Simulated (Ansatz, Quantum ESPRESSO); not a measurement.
# Band offsets of the AlAs/GaAs(110) superlattice, 5 + 5 layers, a = 5.625 Å, part 5 of 7

Wanted: the band alignment of the AlAs/GaAs(110) superlattice, 5 + 5 layers, a = 5.625 Å.

Quantum ESPRESSO 7.5; plane-wave DFT, LDA, GBRV ultrasoft pseudopotentials; cross-check by Ansatz 0.2.0 with PAW datasets.

So far. Step 3 (Self-consistent run of bulk AlAs): The run needed 7 iterations to bring the estimated error under 1e-07 Ry.

## (11) Ground state of the superlattice

The superlattice gives the step of the mean potential between the two crystals; (110) layers are neutral, so no field builds up.

System of this step: AlAs/GaAs(110) superlattice, 5 + 5 layers, a = 5.625 Å. The cell holds 20 atoms: 5 Al, 10 As and 5 Ga. Cell: a = 5.625 Å, b = 3.977 Å, c = 19.887 Å, α = 90.0°, β = 90.0°, γ = 90.0°. Regions: AlAs, 10 atoms (5 Al and 5 As); GaAs, 10 atoms (5 Ga and 5 As). The structure's axis is c.

Input file ab.in:

```
&control
  prefix = 'ab'
  outdir = './out'
  pseudo_dir = './pseudo'
  calculation = 'scf'
  tprnfor = .true.
/
&system
  ibrav = 0
  nat = 20
  ntyp = 3
  ecutwfc = 40
  ecutrho = 200
  occupations = 'smearing'
  smearing = 'fd'
  degauss = 0.002
/
&electrons
  conv_thr = 1e-07
  mixing_beta = 0.5
  electron_maxstep = 120
/
ATOMIC_SPECIES
  Al  26.9815  al_lda_v1.uspp.F.UPF
  As  74.9216  as_lda_v1.uspp.F.UPF
  Ga  69.7230  ga_lda_v1.4.uspp.F.UPF
CELL_PARAMETERS angstrom
  5.62500000000000 0.00000000000000 0.00000000000000
  0.00000000000000 3.97747564420000 0.00000000000000
  0.00000000000000 0.00000000000000 19.88737822090000
ATOMIC_POSITIONS crystal
  Al  0.000000000000 0.000000000000 0.000000000000
  As  0.250000000000 0.500000000000 0.000000000000
  Al  0.500000000000 0.500000000000 0.100000000000
  As  0.750000000000 0.000000000000 0.100000000000
  Al  0.000000000000 0.000000000000 0.200000000000
  As  0.250000000000 0.500000000000 0.200000000000
  Al  0.500000000000 0.500000000000 0.300000000000
  As  0.750000000000 0.000000000000 0.300000000000
  Al  0.000000000000 0.000000000000 0.400000000000
  As  0.250000000000 0.500000000000 0.400000000000
  Ga  0.500000000000 0.500000000000 0.500000000000
  As  0.750000000000 0.000000000000 0.500000000000
  Ga  0.000000000000 0.000000000000 0.600000000000
  As  0.250000000000 0.500000000000 0.600000000000
  Ga  0.500000000000 0.500000000000 0.700000000000
  As  0.750000000000 0.000000000000 0.700000000000
  Ga  0.000000000000 0.000000000000 0.800000000000
  As  0.250000000000 0.500000000000 0.800000000000
  Ga  0.500000000000 0.500000000000 0.900000000000
  As  0.750000000000 0.000000000000 0.900000000000
K_POINTS automatic
  6 8 1 0 0 0
```

Command:

```console
$ OMP_NUM_THREADS=1 mpirun -n 4 pw.x -nk 2 -in ab.in > ab.out
```

What it wrote:

```text
[banner, memory and clock lines left out]
Program PWSCF v.7.5 starts

          URL

     Message from routine setup:
     using ibrav=0 with symmetry is DISCOURAGED, use correct ibrav instead

     bravais-lattice index     =            0
     lattice parameter (alat)  =      10.6297  a.u.
     unit-cell volume          =    3002.6464 (a.u.)^3
     number of atoms/cell      =           20
     number of atomic types    =            3
     number of electrons       =       160.00
     number of Kohn-Sham states=           96
     kinetic-energy cutoff     =      40.0000  Ry
     charge density cutoff     =     200.0000  Ry
     scf convergence threshold =      1.0E-07
     mixing beta               =       0.5000
     number of iterations used =            8  plain     mixing
     Exchange-correlation=  SLA  PZ   NOGX NOGC
                           (   1   1   0   0   0   0   0)

     celldm(1)=  10.629709  celldm(2)=   0.000000  celldm(3)=   0.000000
     celldm(4)=   0.000000  celldm(5)=   0.000000  celldm(6)=   0.000000

     crystal axes: (cart. coord. in units of alat)
               a(1) = (   1.000000   0.000000   0.000000 )
               a(2) = (   0.000000   0.707107   0.000000 )
               a(3) = (   0.000000   0.000000   3.535534 )

     reciprocal axes: (cart. coord. in units 2 pi/alat)
               b(1) = (  1.000000  0.000000  0.000000 )
               b(2) = (  0.000000  1.414214  0.000000 )
               b(3) = (  0.000000  0.000000  0.282843 )

     PseudoPot. # 1 for Al read from file:
     ./pseudo/al_lda_v1.uspp.F.UPF
     Pseudo is Ultrasoft + core correction, Zval =  3.0
     Generated by new atomic code, or converted to UPF format
     Using radial grid of  893 points,  3 beta functions with:
                l(1) =   0
                l(2) =   1
                l(3) =   2
     Q(r) pseudized with  8 coefficients,  rinner =    0.900   0.900   0.900
                                                       0.900   0.900

     PseudoPot. # 2 for As read from file:
     ./pseudo/as_lda_v1.uspp.F.UPF
     Pseudo is Ultrasoft + core correction, Zval =  5.0
     Generated by new atomic code, or converted to UPF format
     Using radial grid of  875 points,  6 beta functions with:
                l(1) =   0
                l(2) =   0
                l(3) =   1
                l(4) =   1
                l(5) =   2
                l(6) =   2
     Q(r) pseudized with  8 coefficients,  rinner =    1.300   1.300   1.300
                                                       1.300   1.300

     PseudoPot. # 3 for Ga read from file:
     ./pseudo/ga_lda_v1.4.uspp.F.UPF
     Pseudo is Ultrasoft + core correction, Zval = 19.0
     Generated by new atomic code, or converted to UPF format
     Using radial grid of  871 points,  6 beta functions with:
                l(1) =   0
                l(2) =   0
                l(3) =   1
                l(4) =   1
                l(5) =   2
                l(6) =   2
     Q(r) pseudized with  8 coefficients,  rinner =    1.250   1.250   1.250
                                                       1.250   1.250

     atomic species   valence    mass     pseudopotential
     Al                3.00    26.98150     Al( 1.00)
     As                5.00    74.92160     As( 1.00)
     Ga               19.00    69.72300     Ga( 1.00)

      2 Sym. Ops. (no inversion) found

   Cartesian axes

     site n.     atom                  positions (alat units)
         1        Al     tau(   1) = (   0.0000000   0.0000000   0.0000000  )
         2        As     tau(   2) = (   0.2500000   0.3535534   0.0000000  )
         3        Al     tau(   3) = (   0.5000000   0.3535534   0.3535534  )
         4        As     tau(   4) = (   0.7500000   0.0000000   0.3535534  )
         5        Al     tau(   5) = (   0.0000000   0.0000000   0.7071068  )
         6        As     tau(   6) = (   0.2500000   0.3535534   0.7071068  )
         7        Al     tau(   7) = (   0.5000000   0.3535534   1.0606602  )
         8        As     tau(   8) = (   0.7500000   0.0000000   1.0606602  )
         9        Al     tau(   9) = (   0.0000000   0.0000000   1.4142136  )
        10        As     tau(  10) = (   0.2500000   0.3535534   1.4142136  )
        11        Ga     tau(  11) = (   0.5000000   0.3535534   1.7677670  )
        12        As     tau(  12) = (   0.7500000   0.0000000   1.7677670  )
        13        Ga     tau(  13) = (   0.0000000   0.0000000   2.1213203  )
        14        As     tau(  14) = (   0.2500000   0.3535534   2.1213203  )
        15        Ga     tau(  15) = (   0.5000000   0.3535534   2.4748737  )
        16        As     tau(  16) = (   0.7500000   0.0000000   2.4748737  )
        17        Ga     tau(  17) = (   0.0000000   0.0000000   2.8284271  )
        18        As     tau(  18) = (   0.2500000   0.3535534   2.8284271  )
        19        Ga     tau(  19) = (   0.5000000   0.3535534   3.1819805  )
        20        As     tau(  20) = (   0.7500000   0.0000000   3.1819805  )

     number of k points=    20  Fermi-Dirac smearing, width (Ry)=  0.0020
                       cart. coord. in units 2pi/alat
        k(    1) = (   0.0000000   0.0000000   0.0000000), wk =   0.0416667
        k(    2) = (   0.0000000   0.1767767   0.0000000), wk =   0.0833333
        k(    3) = (   0.0000000   0.3535534   0.0000000), wk =   0.0833333
        k(    4) = (   0.0000000   0.5303301   0.0000000), wk =   0.0833333
        k(    5) = (   0.0000000  -0.7071068   0.0000000), wk =   0.0416667
        k(    6) = (   0.1666667   0.0000000   0.0000000), wk =   0.0833333
        k(    7) = (   0.1666667   0.1767767   0.0000000), wk =   0.1666667
        k(    8) = (   0.1666667   0.3535534   0.0000000), wk =   0.1666667
        k(    9) = (   0.1666667   0.5303301   0.0000000), wk =   0.1666667
        k(   10) = (   0.1666667  -0.7071068   0.0000000), wk =   0.0833333
        k(   11) = (   0.3333333   0.0000000   0.0000000), wk =   0.0833333
        k(   12) = (   0.3333333   0.1767767   0.0000000), wk =   0.1666667
        k(   13) = (   0.3333333   0.3535534   0.0000000), wk =   0.1666667
        k(   14) = (   0.3333333   0.5303301   0.0000000), wk =   0.1666667
        k(   15) = (   0.3333333  -0.7071068   0.0000000), wk =   0.0833333
        k(   16) = (  -0.5000000   0.0000000   0.0000000), wk =   0.0416667
        k(   17) = (  -0.5000000   0.1767767   0.0000000), wk =   0.0833333
        k(   18) = (  -0.5000000   0.3535534   0.0000000), wk =   0.0833333
        k(   19) = (  -0.5000000   0.5303301   0.0000000), wk =   0.0833333
[...]
-8.7362  -8.7329  -8.7231  -8.7175  -8.6529  -8.6525  -8.6221  -8.6211
    -8.6132  -8.6113  -8.6026  -8.6024  -8.5957  -8.5953  -8.5835  -8.5826
    -8.5751  -8.5748  -8.5621  -8.5559  -8.5524  -8.5484  -8.5446  -8.5442
    -4.8991  -4.8524  -4.7086  -4.6765  -4.6578  -4.6203  -4.3030  -4.2986
    -4.1705  -4.1605  -0.4864  -0.4323  -0.3544  -0.3338  -0.3338   0.3187
     0.3499   0.4578   0.4836   0.5116   2.4965   2.5202   2.5236   2.5468
     3.2335   3.2630   3.2652   3.3056   3.3750   3.3878   3.4153   3.4236
     4.3230   4.3319   4.3785   4.3990   4.4185   4.4269   4.9607   4.9713
     7.8914   8.0391   8.4268   8.5688   8.6002   8.6262   8.6555   8.6744
     8.8770   8.9747  10.1083  10.1835  10.3155  10.3906  10.4544  10.4995

          k =-0.5000 0.0000 0.0000 ( 12870 PWs)   bands (ev):

   -87.7669 -87.7667 -87.7654 -87.7651 -87.7643 -87.7641 -87.7407 -87.7405
   -87.7404 -87.7402 -87.7393 -87.7391 -87.7382 -87.7375 -87.7362  -8.7232
    -8.7170  -8.7116  -8.7063  -8.7037  -8.6490  -8.6469  -8.6357  -8.6355
    -8.6199  -8.6188  -8.6150  -8.6129  -8.6128  -8.6106  -8.5829  -8.5820
    -8.5707  -8.5705  -8.5613  -8.5530  -8.5527  -8.5467  -8.5454  -8.5428
    -5.6784  -5.6198  -5.4674  -5.3612  -5.3505  -5.3322  -4.9998  -4.9629
    -4.8893  -4.8665  -0.2938  -0.1944   0.0585   0.2133   1.2532   1.3007
     1.3338   1.5440   2.2360   2.3922   4.2651   4.2855   4.3291   4.3329
     4.3905   4.4249   4.4252   4.4618   4.5491   4.6132   4.6143   4.6296
     4.7445   4.7667   4.8656   4.8777   4.8903   4.9052   4.9784   4.9939
     7.4268   7.5822   7.7892   7.9738   8.1250   8.2430   8.6710   8.7135
     8.7268   8.8484   9.4145   9.4321  10.1868  10.2661  10.2800  10.3283

          k =-0.5000 0.1768 0.0000 ( 12860 PWs)   bands (ev):

   -87.7669 -87.7667 -87.7653 -87.7651 -87.7643 -87.7641 -87.7407 -87.7405
   -87.7403 -87.7402 -87.7393 -87.7391 -87.7382 -87.7375 -87.7363  -8.7249
    -8.7181  -8.7137  -8.7064  -8.7036  -8.6512  -8.6501  -8.6334  -8.6332
    -8.6181  -8.6177  -8.6136  -8.6132  -8.6111  -8.6107  -8.5815  -8.5812
    -8.5727  -8.5723  -8.5597  -8.5524  -8.5524  -8.5490  -8.5465  -8.5444
    -5.5820  -5.5238  -5.3742  -5.2781  -5.2668  -5.2430  -4.9109  -4.8821
    -4.8048  -4.7860  -0.2432  -0.1415   0.1202   0.2904   1.2042   1.2287
     1.2433   1.5039   1.9010   2.0208   3.5095   3.5326   3.5500   3.5702
     3.8673   3.8902   3.9464   3.9585   4.2953   4.3174   4.4792   4.5204
     4.8373   4.8579   4.8801   4.8913   4.9708   4.9725   4.9766   5.0044
     8.1459   8.2734   8.4181   8.5116   8.5691   8.7478   9.2613   9.2838
     9.3085   9.5137   9.8013   9.8405  10.0847  10.1499  10.1752  10.1790

          k =-0.5000 0.3536 0.0000 ( 12860 PWs)   bands (ev):

   -87.7669 -87.7667 -87.7653 -87.7651 -87.7643 -87.7641 -87.7407 -87.7406
   -87.7403 -87.7402 -87.7393 -87.7390 -87.7382 -87.7375 -87.7362  -8.7303
    -8.7229  -8.7202  -8.7104  -8.7068  -8.6543  -8.6536  -8.6290  -8.6280
    -8.6167  -8.6163  -8.6102  -8.6098  -8.6073  -8.6057  -8.5787  -8.5781
    -8.5769  -8.5767  -8.5557  -8.5540  -8.5514  -8.5505  -8.5490  -8.5478
    -5.3240  -5.2676  -5.1245  -5.0562  -5.0413  -5.0059  -4.6762  -4.6666
    -4.5756  -4.5664  -0.1769  -0.0769   0.1828   0.4013   0.6697   0.8031
     0.9103   1.1518   1.1793   1.2052   2.7441   2.7534   2.8153   2.8471
     3.0020   3.0035   3.0111   3.0369   4.3708   4.3785   4.3928   4.4077
     4.4319   4.4328   4.6640   4.6988   4.9795   4.9815   4.9990   4.9992
     8.4152   8.5372   8.8347   8.9297   8.9540   9.1350   9.1721   9.1854
     9.2807   9.3046  10.2459  10.2918  10.4254  10.4370  10.6756  10.6953

          k =-0.5000 0.5303 0.0000 ( 12778 PWs)   bands (ev):

   -87.7668 -87.7666 -87.7652 -87.7650 -87.7642 -87.7640 -87.7406 -87.7405
   -87.7402 -87.7400 -87.7392 -87.7390 -87.7381 -87.7374 -87.7362  -8.7373
    -8.7300  -8.7283  -8.7184  -8.7145  -8.6542  -8.6536  -8.6247  -8.6243
    -8.6158  -8.6142  -8.6077  -8.6074  -8.5995  -8.5984  -8.5808  -8.5805
    -8.5753  -8.5745  -8.5589  -8.5514  -8.5507  -8.5505  -8.5492  -8.5475
    -5.0173  -4.9658  -4.8272  -4.7873  -4.7684  -4.7279  -4.4105  -4.4098
    -4.2941  -4.2877  -0.3152  -0.2592  -0.1676  -0.1507  -0.1504   0.4613
     0.4946   0.5963   0.6179   0.6370   2.2643   2.2769   2.3251   2.3348
     3.1103   3.1346   3.1457   3.1781   3.6656   3.6721   3.7207   3.7270
     4.6691   4.6702   4.7056   4.7294   4.7990   4.8097   4.8877   4.9081
     7.7318   7.8994   8.7037   8.8878   8.9338   8.9794   9.3995   9.4373
     9.6625   9.7054  10.3841  10.4263  10.5027  10.5700  10.5886  10.6585

          k =-0.5000-0.7071 0.0000 ( 12704 PWs)   bands (ev):

   -87.7667 -87.7665 -87.7650 -87.7648 -87.7642 -87.7640 -87.7405 -87.7403
   -87.7400 -87.7399 -87.7392 -87.7391 -87.7380 -87.7372 -87.7362  -8.7404
    -8.7333  -8.7321  -8.7225  -8.7185  -8.6537  -8.6532  -8.6232  -8.6227
    -8.6160  -8.6127  -8.6067  -8.6063  -8.5963  -8.5957  -8.5822  -8.5817
    -8.5736  -8.5730  -8.5606  -8.5521  -8.5516  -8.5483  -8.5481  -8.5458
    -4.8707  -4.8239  -4.6846  -4.6522  -4.6334  -4.5962  -4.2893  -4.2845
    -4.1529  -4.1433  -0.5274  -0.4960  -0.4621  -0.4584  -0.4487   0.1521
     0.2079   0.3604   0.4865   0.5505   2.3365   2.3637   2.3719   2.3993
     3.2111   3.2178   3.2613   3.2788   3.3309   3.3726   3.3841   3.4187
     4.4507   4.4536   4.4732   4.4860   4.9813   4.9816   4.9947   4.9974
     7.3269   7.5143   8.7791   8.9699   9.0062   9.0969   9.7620   9.8229
     9.9888  10.0187  10.1029  10.1136  10.3297  10.4379  10.5652  10.5857

     the Fermi energy is     6.6126 ev

!    total energy              =   -2506.70619145 Ry
     estimated scf accuracy    <       0.00000003 Ry
     smearing contrib. (-TS)   =      -0.00000000 Ry
     internal energy E=F+TS    =   -2506.70619145 Ry

     The total energy is F=E-TS. E is the sum of the following terms:
     one-electron contribution =   -3665.24649829 Ry
     hartree contribution      =    1887.12014954 Ry
     xc contribution           =    -571.47051894 Ry
     ewald contribution        =    -157.10932377 Ry

     convergence has been achieved in  21 iterations

     Forces acting on atoms (cartesian axes, Ry/au):

     atom    1 type  1   force =     0.00066453    0.00000000   -0.00073517
     atom    2 type  2   force =    -0.00000126    0.00000000   -0.00111839
     atom    3 type  1   force =     0.00022246    0.00000000   -0.00034056
     atom    4 type  2   force =     0.00005232    0.00000000    0.00016600
     atom    5 type  1   force =    -0.00005942    0.00000000   -0.00000259
     atom    6 type  2   force =    -0.00031174    0.00000000    0.00001017
     atom    7 type  1   force =     0.00021709    0.00000000    0.00034035
     atom    8 type  2   force =     0.00005268    0.00000000   -0.00016083
     atom    9 type  1   force =     0.00066291    0.00000000    0.00074158
     atom   10 type  2   force =    -0.00000081    0.00000000    0.00110742
     atom   11 type  3   force =    -0.00016639    0.00000000    0.00126577
     atom   12 type  2   force =    -0.00054157    0.00000000    0.00159405
     atom   13 type  3   force =    -0.00041771    0.00000000    0.00006042
     atom   14 type  2   force =    -0.00003802    0.00000000   -0.00019245
     atom   15 type  3   force =     0.00020941    0.00000000   -0.00004746
     atom   16 type  2   force =     0.00051802    0.00000000    0.00000471
     atom   17 type  3   force =    -0.00037875    0.00000000   -0.00011810
     atom   18 type  2   force =    -0.00003703    0.00000000    0.00019720
     atom   19 type  3   force =    -0.00010739    0.00000000   -0.00117602
     atom   20 type  2   force =    -0.00053932    0.00000000   -0.00159612

     Total force =     0.003790     Total SCF correction =     0.001206
     SCF correction compared to forces is large: reduce conv_thr to get better values

     XML data file, charge density, pseudopotentials, collected wavefunctions

                                        0.00s GPU  (    1646 calls)
```

Wall time 7.3 min (4 MPI ranks of AMD EPYC 7R32 (Zen 2), shared host); peak memory 1.4 GiB.

Read from the output:

- free energy: -34105.4752 eV
- Fermi energy: 6.613 eV

The program's own clock; routines nest. Time by routine:

| routine | wall time (s) | calls |
| --- | --- | --- |
| PWSCF | 438.7 | 1 |
| electrons | 430.3 | 1 |
| c_bands | 389 | 21 |
| cegterg | 363.6 | 223 |
| h_psi | 204.3 | 1646 |
| vloc_psi | 131.9 | 1646 |
| fftw | 131.5 | 190624 |
| calbec | 45.88 | 1896 |
| h_psi:calbec | 36.31 | 1646 |
| sum_band | 34.02 | 21 |
| s_psi | 33.37 | 1646 |
| add_vuspsi | 32.9 | 1646 |
| cdiaghg | 17.46 | 1636 |
| newd | 7.03 | 22 |

The run needed 21 iterations to bring the estimated error under 1e-07 Ry; the largest force on any atom, held or free, is 0.04 eV/Å.

## (12) Electrostatic potential of the superlattice

Input file ab.pot.in:

```
&inputpp
  prefix = 'ab'
  outdir = './out'
  filplot = 'ab.pot.dat'
  plot_num = 11
/
```

Command:

```console
$ OMP_NUM_THREADS=1 mpirun -n 4 pp.x -in ab.pot.in > ab.pot.out
```

What it wrote:

```text
[banner, memory and clock lines left out]
Program POST-PROC v.7.5 starts

          URL

     ./out/ab.save/

     IMPORTANT: XC functional enforced from input :
     Exchange-correlation= PZ
                           (   1   1   0   0   0   0   0)
     Any further DFT definition will be discarded
     Please, verify this is what you really want

     Calling punch_plot, plot_num =  11
     Writing data to file  ab.pot.dat
     Message from routine chdens:
     namelist plot not found or invalid, exiting
```

Wall time 2.1 s (4 MPI ranks); peak memory 0.26 GiB.

Electrostatic potential energy in the ca plane at fractional y = 0.000, with atoms of Al and As and Ga within 0.2 Å of it. With pseudopotentials it is smooth inside the atoms' cores, unlike the true potential.

Ten even steps from '0' (-50 eV) to '9' (217 eV), each cell a mean:
```
00111111100001111111000011111110000111111100
01111221111011112211100111122111001111211110
11114872111111158721111111587211111115872111
11118994111111189931111111799311111117993111
11114872111111148721111111487111111114862111
11111211111111112111111111121111111111211111
21111111112211111111122111111111221111111112
22111111122221111111222211111112222111111122
22111111122221111111222221111112222211111122
11111111111111111111111111111111111111111111
11111111111111111111111111111111111111111111
11111111111111111111111111111111111111111111
11111111111111111111111111111111111111111111
00111111110001111111100011111111000111111100
00111111100001111111000011111110000111111100
```
Columns run along c (16.0 Å, from fractional 0.00 to 0.80 of the cell; values clipped at the 3rd and 97th percentile), rows up along a (5.6 Å). Atoms in or near the plane, at fractional coordinates: Al at (0.00, 0.00), As at (0.10, 0.75), Al at (0.20, 0.00), As at (0.30, 0.75), Al at (0.40, 0.00), As at (0.50, 0.75), Ga at (0.60, 0.00), As at (0.70, 0.75), Ga at (0.80, 0.00).

## (13) Planar and running averages of the superlattice

Input file ab.avg.in:

```
1
ab.pot.dat
1.0
200
3
7.5163396349
```

Command:

```console
$ OMP_NUM_THREADS=1 average.x < ab.avg.in > ab.avg.out
```

What it wrote:

```text
[banner, memory and clock lines left out]
Program AVERAGE v.7.5 starts

          URL

     Reading header from file  ab.pot.dat
     Reading data from file  ab.pot.dat
     Output written to file avg.dat

[...]
```

Run time: 1.2 s. Hardware: 1 MPI rank; peak memory 0.12 GiB.

Numbers from this step:

* average.x's running mean in the AlAs layers, on the run's own zero: 8.765 eV
* slope of the running mean in the AlAs layers: 2.65e-4 eV/Å
* mean potential by an exact Fourier window in the AlAs layers, on the run's own zero: 8.765 eV
* average.x's running mean in the GaAs layers, on the run's own zero: 8.717 eV
* slope of the running mean in the GaAs layers: 1.50e-4 eV/Å
* mean potential by an exact Fourier window in the GaAs layers, on the run's own zero: 8.717 eV

Electrostatic potential energy of an electron; zero at the Fermi level; window 3.9775 Å. Potential energy, running mean against z:

| z (Å) | potential energy, running mean (eV) |
| --- | --- |
| 0.0 | 2.14 |
| 0.5 | 2.18 |
| 1.0 | 2.17 |
| 1.5 | 2.16 |
| 2.0 | 2.15 |
| 2.5 | 2.15 |
| 3.0 | 2.15 |
| 3.5 | 2.15 |
| 4.0 | 2.15 |
| 4.5 | 2.15 |
| 5.0 | 2.15 |
| 5.5 | 2.15 |
| 6.0 | 2.15 |
| 6.5 | 2.16 |
| 7.0 | 2.17 |
| 7.5 | 2.17 |
| 8.0 | 2.14 |
| 8.5 | 2.11 |
| 9.0 | 2.14 |
| 9.5 | 2.15 |
| 10.0 | 2.12 |
| 10.5 | 2.08 |
| 11.0 | 2.09 |
| 11.5 | 2.10 |
| 12.0 | 2.10 |
| 12.5 | 2.10 |
| 13.0 | 2.10 |
| 13.5 | 2.10 |
| 14.0 | 2.10 |
| 14.5 | 2.10 |
| 15.0 | 2.10 |
| 15.5 | 2.11 |
| 16.0 | 2.10 |
| 16.5 | 2.10 |
| 17.0 | 2.09 |
| 17.5 | 2.09 |
| 18.0 | 2.13 |
| 18.5 | 2.15 |
| 19.0 | 2.12 |
| 19.5 | 2.12 |

[end of part 5 of 7]

[Logs are printed without paths, hosts, clocks, repeated set-up lines and the standing remarks that a program may print on its own settings, such as how far it seeks lower states.]

[Hosts, paths, dates, database ids (printed as entryN), source tags and the programs' standing remarks are cut or masked in the printed files.]

[Maps of the electrostatic potential energy from Ansatz leave out the sawtooth potential of an applied field or a dipole correction, so their vacuum need not be flat; planar profiles and work functions include it.]
